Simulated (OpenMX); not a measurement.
MoS2 under changes of volume

One of the cells (17.728 Å³/atom); the others are scaled copies at fixed shape and fractional positions:

```
Mo S
1.0
     1.58000    0.91221    6.15000
    -1.58000    0.91221    6.15000
     0.00000   -1.82443    6.15000
Mo S
1 2
Direct
  0.00000 0.00000 0.00000
  0.41700 0.41700 0.41700
  0.25000 0.25000 0.25000
```

Measurements of this composition are mostly on another form, of space group No. 194.

| Item | Value |
| --- | --- |
| Program | OpenMX 3.8.5 |
| Functional | PBE |
| Potentials or basis | OpenMX 2013 PBE set, Mo7.0-s3p2d2, S7.0-s2p2d1f1, fixed grid of 32 × 32 × 32 points |
| k mesh | 11 × 11 × 11 |
| Occupations | fermi-dirac, width 0.05 eV |
| Spin | no spin polarisation |

```tsv
volume (Å³/atom)	energy over the lowest point (meV/atom)	gap on the mesh (eV)	largest force (eV/Å)
16.664	129.83	0.89	2.257
17.019	87.36	0.91	1.815
17.373	54.40	0.93	1.407
17.728	?	?	?
18.083	13.25	0.96	0.679
18.437	3.52	0.97	0.351
18.792	0.00	0.97	0.108
```

**Question.** What does the run at 17.728 Å³/atom give?

**Answer.** Energy over the lowest point 29.95 meV/atom; gap on the mesh 0.94 eV; largest force 1.030 eV/Å.

Worked out: A Birch-Murnaghan fit of order 3 (a polynomial in V^(-2/3)) to the other rows has its minimum at 18.83 Å³/atom, just outside them, with B0 = V·E''(V) = 134 GPa and B' = 4.4 at fixed shape and positions, which overstates the stiffness. It gives 29.98 meV/atom at 17.728 Å³/atom, against the run's 29.95. A parabola through the other rows of the gap, of slope 0.684 eV per unit of ln V there, gives 0.95 eV, against the run's 0.94.

Energies are extrapolated to zero smearing.

Caveats: an odd mesh through Γ misses points on the zone boundary, where band edges often lie; the basis of atomic orbitals isn't converged, which shifts pressures, moduli and gaps; forces of over 1 eV/Å show positions far from the minimum, so gaps and moduli don't describe the material at rest (some runs). Spin-orbit coupling on Mo is left out.
